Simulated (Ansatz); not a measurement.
# BaS: stress in a strained cell

Aim: deform BaS (equal xy, yz and zx engineering shear strains of +1 %) and compute stress, forces and field gradients with LAPW, PAW and all-electron datasets made for the crystal.

Method: DFT LDA, scalar-relativistic, in Ansatz 0.2.0.

## 1. The starting structure

The structure is cubic, space group Fm-3m (No. 225). Conventional cell: a = 6.388 Å, b = 6.388 Å, c = 6.388 Å, α = 90.00°, β = 90.00°, γ = 90.00°. Around Ba (site symmetry m-3m) lie 6 S at 3.19 Å. Around S (site symmetry m-3m) lie 6 Ba at 3.19 Å.

Structure file:

```
Ba S
1.0
     0.00000    3.19375    3.19375
     3.19375    0.00000    3.19375
     3.19375    3.19375    0.00000
Ba S
1 1
Cartesian
  0.0000 0.0000 0.0000
  3.1937 3.1938 3.1938
```

Atoms are numbered in the order of the input: Ba1, S2.

## 2. The deformed structure

Space group Fm-3m before, R-3m after.

## 3. LAPW, all electrons

input.yaml

```yaml
crystal:
  lattice:
    - [0.0319375, 3.20971875, 3.20971875]
    - [3.20971875, 0.0319375, 3.20971875]
    - [3.20971875, 3.20971875, 0.0319375]
  atoms:
    - { symbol: Ba, position: [0.0, 0.0, 0.0] }
    - { symbol: S, position: [0.5, 0.5, 0.5] }
kpoints:
  mp_grid: { grid: [7, 7, 7] }
  band_path:
    path:
      - [0.0, 0.0, 0.0]
      - [0.5, 0.5, 0.5]
      - [0.247543133, 0.5, 0.752456867]
      - [-0.247543133, 0.247543133, 0.5]
      - [0.0, 0.0, 0.5]
      - [0.0, 0.0, 0.0]
      - [-0.3737715665, 0.0, 0.3737715665]
      - [0.0, 0.3737715665, 0.6262284335]
      - [0.0, 0.5, 0.5]
    npoints: 5
scf:
  occupations: { method: fermi_dirac, width: 0.01 }
hamiltonian:
  xc: lda
  pseudopotentials: { kind: all_electron, lapw: { basis_error: 0.00025 } }
output:
  forces: true
  stress: true
  eigenvalues: true
```

Run with:

```bash
ansatz run input.yaml --threads 1 --pin off --max-ram 3072MiB --backend cpu --events-out ev --progress --plain --runs-dir out
```

## 4. Frozen-core PAW

input.yaml

```yaml
crystal:
  lattice:
    - [0.0319375, 3.20971875, 3.20971875]
    - [3.20971875, 0.0319375, 3.20971875]
    - [3.20971875, 3.20971875, 0.0319375]
  atoms:
    - { symbol: Ba, position: [0.0, 0.0, 0.0] }
    - { symbol: S, position: [0.5, 0.5, 0.5] }
kpoints:
  mp_grid: { grid: [7, 7, 7] }
scf:
  occupations: { method: fermi_dirac, width: 0.01 }
hamiltonian:
  xc: lda
  pseudopotentials: { kind: paw }
output:
  forces: true
  stress: true
  eigenvalues: true
  efg: { contact_densities: true }
```

## 5. Datasets made for this crystal

Changes to input.yaml since step 4:

```diff
@@ -14,3 +14,3 @@
   xc: lda
-  pseudopotentials: { kind: paw }
+  pseudopotentials: { kind: all_electron, datasets: crystal }
 output:
```

(Steps that only read results are left out.)

What does the calculation give? Wanted: pressure; largest shear or deviatoric stress.

**Answer**, as computed:

```
                                 quantity                                              value
                                 pressure  LAPW -2.47, PAW -2.47, crystal datasets -2.47 GPa
largest shear or deviatoric stress (LAPW)                                           0.20 GPa
```

What this shows: The largest part of the stress beyond the pressure is 0.20 GPa in size; the atoms are carried along and not relaxed. No run of the undeformed cell stands beside it, so the pressure holds what the given cell had before the change. PAW: stress within 0.01 GPa of LAPW. Crystal datasets: stress within 0.01 GPa of LAPW. Spin-orbit coupling is left out, though the cell holds Ba; in elements this heavy it can shift bands and gaps by tenths of an eV.

The gaps are Kohn-Sham values of a semilocal functional, not quasiparticle or optical gaps. Such gaps usually fall short of the measured ones.
